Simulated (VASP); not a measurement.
From VASP inputs to Ansatz: Mg2Ge (strained antifluorite)

INCAR

```
SIGMA = 0.02
NBANDS = 16
LCHARG = .TRUE.
EDIFF = 1E-7
PREC = Accurate
LELF = .TRUE.
LASPH = .TRUE.
ISIF = 2
LWAVE = .FALSE.
GGA = PE
NELM = 120
NSW = 0
ISMEAR = -1
IBRION = -1
ENCUT = 520
LREAL = .FALSE.
```

KPOINTS

```
KPOINTS created by Atomic Simulation Environment
0
Gamma
8 8 8
0 0 0
```

KPOINTS_OPT

```
special points
7
Reciprocal
0.0000000000 0.0000000000 0.0000000000 1
0.5000000000 0.0000000000 0.5000000000 1
0.6250000000 0.2500000000 0.6250000000 1
0.3750000000 0.3750000000 0.7500000000 1
0.5000000000 0.5000000000 0.5000000000 1
0.5000000000 0.2500000000 0.7500000000 1
0.0000000000 0.5000000000 0.5000000000 1
```

POSCAR

```
Ge Mg
 1.0000000000000000
     0.0000000000000000    3.2785942747000001    3.2785942747000001
     3.2785942747000001    0.0000000000000000    3.2785942747000001
     3.2785942747000001    3.2785942747000001    0.0000000000000000
 Ge  Mg
   1   2
Cartesian
  0.0000000000000000  0.0000000000000000  0.0000000000000000
  1.6392971373500000  1.6392971373500000  1.6392971373500000
  4.9178914120500004  4.9178914120500004  4.9178914120500004
```

VASP ran with the recommended PBE PAW datasets (18 valence electrons in the cell).

Translate these files to an Ansatz input.



```yaml
crystal:
  lattice:
    - [0.0, 3.2785942747, 3.2785942747]
    - [3.2785942747, 0.0, 3.2785942747]
    - [3.2785942747, 3.2785942747, 0.0]
  atoms:
    - { symbol: Ge, position: [0.0, 0.0, 0.0] }
    - { symbol: Mg, position: [0.25, 0.25, 0.25] }
    - { symbol: Mg, position: [0.75, 0.75, 0.75] }
kpoints:
  mp_grid: { grid: [8, 8, 8] }
  band_path:
    path:
      - [0.0, 0.0, 0.0]
      - [0.5, 0.0, 0.5]
      - [0.625, 0.25, 0.625]
      - [0.375, 0.375, 0.75]
      - [0.5, 0.5, 0.5]
      - [0.5, 0.25, 0.75]
      - [0.0, 0.5, 0.5]
    npoints: 1
hamiltonian:
  xc: pbe
scf:
  occupations: { method: fermi_dirac, width: 0.02 }
  n_extra_bands: 4
output:
  forces: true
  stress: true
  eigenvalues: true
```

Other inputs would serve too.

```tsv
	VASP	Ansatz
gap between bands v and c	0.21 eV	0.22 eV
least direct gap	0.60 eV	0.61 eV
pressure	-2.9 GPa	-2.7 GPa
```

Each program uses its own PAW datasets. VASP's cell holds 18 valence electrons and Ansatz's 34. Ansatz's stress includes a Pulay correction; VASP's doesn't.
